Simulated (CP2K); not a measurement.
# MgS (Niningerite) in CP2K: the effect of functional

MgS (Niningerite):

```
S Mg
1.0
     3.67929    0.00000    0.00000
     1.83964    3.18636    0.00000
     1.83964    1.06212    3.00413
S Mg
1 1
Direct
  0.50000 0.50000 0.50000
  0.00000 0.00000 0.00000
```

Alike in all runs:

```yaml
Program: CP2K 2026.2
Task: single point
Potentials_or_basis: POTENTIAL_UZH S GTH-PBE-q6, Mg GTH-PBE-q10; TZVP-MOLOPT-PBE-GTH basis
Density_cutoff: 19048 eV
k_mesh: 9 × 9 × 9
Occupations: fermi-dirac, width 0.05 eV
Spin: no spin polarisation
```

One run gave: gap on the mesh 2.52 eV; pressure -0.7 GPa. Which functional did it use?
A. revPBE
B. PBE
C. LDA
D. PBEsol
E. SCAN

C.

```tsv
functional	gap on the mesh (eV)	pressure (GPa)
PBE	2.85	2.7
LDA	2.52	-0.7
PBEsol	2.73	1.1
revPBE	3.01	4.2
PW91	2.87	2.7
rev-vdW-DF2	2.81	1.7
SCAN	3.50	0.8
```

Caveats: an odd mesh through Γ misses points on the zone boundary, where band edges often lie; the basis of atomic orbitals isn't converged, which shifts pressures, moduli and gaps; the potentials were made for another functional, which shifts forces and pressure (some runs).
